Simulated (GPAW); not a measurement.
ZrO2:

```
Zr O
1.0
     3.59610    0.00000    0.00000
     0.00000    3.59610    0.00000
     0.00000    0.00000    5.17700
Zr O
2 4
Direct
  0.50000 0.50000 0.50000
  0.00000 0.00000 0.00000
  0.50000 0.00000 0.79700
  0.50000 0.00000 0.29700
  0.00000 0.50000 0.70300
  0.00000 0.50000 0.20300
```

Base run:

```yaml
Program: GPAW 26.7.0
Functional: PBE
Potentials_or_basis: GPAW PAW data sets (gpaw-data 1.2.1)
Cutoff: 800 eV
Basis: pw
k_mesh: 7 × 7 × 5
Occupations: fermi-dirac, width 0.05 eV
Spin: no spin polarisation
Hubbard_terms: Zr d U = 2 eV
```

Its results: band gap on the k mesh 4.61 eV, indirect (least direct gap 4.72 eV); pressure 7.5 GPa; largest force 0.189 eV/Å.

Question: The run is repeated on the same cell with these changes: hubbard terms from Zr d U = 2 eV to none. What comes out?

Answer: Band gap on the k mesh 4.01 eV, indirect (least direct gap 4.12 eV); pressure 3.2 GPa; largest force 0.081 eV/Å.

The U term pushes filled and empty states of the shell apart.

Caveats: an odd mesh through Γ misses points on the zone boundary, where band edges often lie.
